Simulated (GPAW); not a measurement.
Ba, 1 atom in the cell. It takes space group Im-3m (No. 229, cubic). The conventional cell has a = 5.013 Å, b = 5.013 Å, c = 5.013 Å, α = 90.00°, β = 90.00°, γ = 90.00°. Ba (site symmetry m-3m) is surrounded by 8 Ba at 4.34 Å. 

| Quantity | Value |
| --- | --- |
| Program | GPAW 26.7.0 |
| Task | band structure |
| Functional | vdW-DF2 |
| Potentials or basis | GPAW PAW data sets (gpaw-data 1.2.1) |
| Cutoff | 600 eV |
| Basis | pw |
| k mesh | 8 × 8 × 8 |
| Occupations | fermi-dirac, width 0.05 eV |
| Spin | spin-orbit coupling, no magnetisation |
| Maxiter | 150 |
| Band path | GHNGPH,PN |
| Band points | 80 |
| spin axis theta (degrees) | 0 |
| spin axis phi (degrees) | 0 |
| Soc after scf | second variation |

Potentials or basis: GPAW PAW data sets (gpaw-data 1.2.1), pw.

The run is started by

```sh
$ OMP_NUM_THREADS=1 python run.py
```

Hardware: 1 thread of Arm Neoverse V2, with other jobs on the host.

Task: Estimate the wall time of this run.

Result: Run time: 36 s on 1 thread of Arm Neoverse V2 (shared host), peak memory 0.32 GiB. Counts: scf iterations 15, plane waves 2123, bands 12, k points 29.
